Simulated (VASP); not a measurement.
**VASP 6.6.1 run: CdTe**

INCAR

```
GGA = PE
LCHARG = .FALSE.
NSW = 0
LREAL = .FALSE.
ISMEAR = -1
SIGMA = 0.02
NELM = 79
NELMDL = -12
ISIF = 2
PREC = Accurate
LWAVE = .FALSE.
ENCUT = 520
IBRION = -1
EDIFF = 1E-7
NBANDS = 16
LASPH = .TRUE.
```

KPOINTS

```
KPOINTS created by Atomic Simulation Environment
0
Gamma
6 6 6
0 0 0
```

POSCAR

```
Cd Te
 1.0000000000000000
     0.0000000000000000    3.2799551162000000    3.3127546673000001
     3.2799551162000000    0.0000000000000000    3.3127546673000001
     3.2799551162000000    3.2799551162000000    0.0000000000000000
 Cd  Te
   1   1
Cartesian
  0.0000000000000000  0.0000000000000000  0.0000000000000000
  1.6399775581000000  1.6399775581000000  1.6563773336500001
```

The recommended PBE PAW datasets give the neutral cell 18 valence electrons.

Command

```
mpirun -np 1 vasp_std
```

OSZICAR

```
N       E                     dE             d eps       ncg     rms          rms(c)
DAV:   1     0.100928251855E+03    0.10093E+03   -0.82575E+03   960   0.971E+02
DAV:   2    -0.134174578534E+01   -0.10227E+03   -0.97153E+02  1160   0.234E+02
DAV:   3    -0.500442160726E+01   -0.36627E+01   -0.36589E+01  1208   0.462E+01
DAV:   4    -0.503816853421E+01   -0.33747E-01   -0.33745E-01  1456   0.393E+00
DAV:   5    -0.503826213343E+01   -0.93599E-04   -0.93599E-04  1256   0.187E-01
DAV:   6    -0.503826451170E+01   -0.23783E-05   -0.23783E-05  1440   0.208E-02
DAV:   7    -0.503826455207E+01   -0.40366E-07   -0.40410E-07  1176   0.189E-03
DAV:   8    -0.503826455365E+01   -0.15852E-08   -0.15777E-08   960   0.345E-04
DAV:   9    -0.503826455380E+01   -0.14825E-09   -0.15805E-09   920   0.142E-04
DAV:  10    -0.503826455379E+01    0.63665E-11   -0.47513E-10   808   0.779E-05
DAV:  11    -0.503826455386E+01   -0.69576E-10   -0.17233E-10   704   0.455E-05
DAV:  12    -0.503826455386E+01    0.59117E-11   -0.64779E-11   656   0.269E-05    0.510E+00
DAV:  13    -0.481760493652E+01    0.22066E+00   -0.37423E-01  1104   0.707E+00    0.425E+00
DAV:  14    -0.480224717527E+01    0.15358E-01   -0.10321E-01  1064   0.206E+00    0.166E+00
DAV:  15    -0.480321824978E+01   -0.97107E-03   -0.10139E-02  1096   0.112E+00    0.454E-01
DAV:  16    -0.480356796810E+01   -0.34972E-03   -0.95824E-04  1072   0.312E-01    0.100E-01
DAV:  17    -0.480362735378E+01   -0.59386E-04   -0.11003E-04  1240   0.999E-02    0.548E-02
DAV:  18    -0.480366939842E+01   -0.42045E-04   -0.82272E-05  1096   0.543E-02    0.376E-02
DAV:  19    -0.480366849053E+01    0.90790E-06   -0.31466E-06  1184   0.131E-02    0.222E-02
DAV:  20    -0.480366830020E+01    0.19033E-06   -0.61351E-07  1200   0.360E-03    0.131E-02
DAV:  21    -0.480366839020E+01   -0.89998E-07   -0.90163E-07  1112   0.521E-03
   1 F= -.48036684E+01 E0= -.48036684E+01  d E =-.173500E-08
```

Standard output (part)

```
POSCAR found type information on POSCAR CdTe
 POSCAR found :  2 types and       2 ions
 LDA part: xc-table for (Slater+PW92), standard interpolation
 POSCAR, INCAR and KPOINTS ok, starting setup
 WAVECAR not read
 entering main loop
```

From OUTCAR

```
k-points           NKPTS =     30   k-points in BZ     NKDIM =     30   number of bands    NBANDS=     16

   NELECT =      18.0000    total number of electrons

   dimension x,y,z NGX =    36 NGY =   36 NGZ =   36
   dimension x,y,z NGXF=    72 NGYF=   72 NGZF=   72

  energy-cutoff  :      520.00
  volume of cell :       71.28
      direct lattice vectors                 reciprocal lattice vectors
     0.000000000  3.279955116  3.312754667    -0.152441110  0.152441110  0.150931792
     3.279955116  0.000000000  3.312754667     0.152441110 -0.152441110  0.150931792
     3.279955116  3.279955116  0.000000000     0.152441110  0.152441110 -0.150931792

 k-points in reciprocal lattice and weights: KPOINTS created by Atomic Simulation Env
   0.00000000  0.00000000  0.00000000       0.005
   0.16666667 -0.00000000  0.00000000       0.037
   0.33333333 -0.00000000  0.00000000       0.037
   0.50000000 -0.00000000  0.00000000       0.019
   0.16666667  0.16666667  0.00000000       0.009
   0.33333333  0.16666667  0.00000000       0.037
   0.50000000  0.16666667  0.00000000       0.037
  -0.33333333  0.16666667  0.00000000       0.037
   ...

 E-fermi :   2.2690

 k-point     1 :       0.0000    0.0000    0.0000
  band No.  band energies     occupation
      1      -8.9770      2.00000
      2      -6.2024      2.00000
      3      -6.2000      2.00000
      4      -6.2000      2.00000
      5      -5.9739      2.00000
      6      -5.9729      2.00000
      7       1.9201      2.00000
      8       1.9520      2.00000
      9       1.9520      2.00000
     10       2.5709      0.00000
     11       6.5690      0.00000
     12       6.5690      0.00000
     13       6.5723      0.00000
     14       9.3404      0.00000
     15      11.1465      0.00000
     16      11.2826      0.00000

 k-point     2 :       0.1667   -0.0000    0.0000
  band No.  band energies     occupation
      1      -8.8877      2.00000
      2      -6.1854      2.00000
      3      -6.1837      2.00000
      4      -6.1220      2.00000
      5      -5.9745      2.00000
      6      -5.9741      2.00000
      7       0.2607      2.00000
      8       1.7203      2.00000
      9       1.7488      2.00000
     10       3.6852      0.00000
     11       6.6431      0.00000
     12       6.8869      0.00000
     13       6.8909      0.00000
     14      10.3014      0.00000
     15      10.3792      0.00000
     16      10.4289      0.00000

 k-point     3 :       0.3333   -0.0000    0.0000
  band No.  band energies     occupation
      1      -8.7098      2.00000
      2      -6.1576      2.00000
      3      -6.1555      2.00000
      4      -5.9713      2.00000
      5      -5.9704      2.00000
      6      -5.8691      2.00000
      7      -1.4603      2.00000
      8       1.3647      2.00000
      9       1.4054      2.00000
     10       3.8089      0.00000
     11       7.1471      0.00000
     12       7.1896      0.00000
     13       8.0807      0.00000
     14      10.0116      0.00000
     15      10.7666      0.00000
     16      10.7741      0.00000

 ...

  Total        0.3485061      0.3485061      0.2764680      0.0000000      0.0000000      0.0000000
  in kB        7.8336818      7.8336818      6.2144166      0.0000000      0.0000000      0.0000000
  external PRESSURE =       7.2939267 kB  Pullay stress =       0.0000000 kB

 POSITION                                       TOTAL-FORCE (eV/Angst)
 -----------------------------------------------------------------------------------
      0.00000      0.00000      0.00000         0.000000      0.000000      0.000000
      1.63998      1.63998      1.65638        -0.000000     -0.000000     -0.000000
 -----------------------------------------------------------------------------------
    total drift:                               -0.000000     -0.000000     -0.000001

  FREE ENERGIE OF THE ION-ELECTRON SYSTEM (eV)
  ---------------------------------------------------
  free  energy   TOTEN  =        -4.8036683902 eV

  energy  without entropy=       -4.8036683885  energy(sigma->0) =       -4.80366839
```

It converged. Results: gap between bands v and c on the k mesh 0.62 eV; least direct gap on the k mesh 0.62 eV; pressure 0.7 GPa. Band v is the last that the valence electrons fill when counted band by band, and c is the next.

For comparison, a separate PBE run of the intended cell, on usual settings and not on those above, gives a gap of 0.62 eV on its mesh and a pressure of 0.7 GPa.

The run above took about 43 s on one core of a shared host (Intel Xeon Platinum 8488C) and held 0.21 GiB at most.
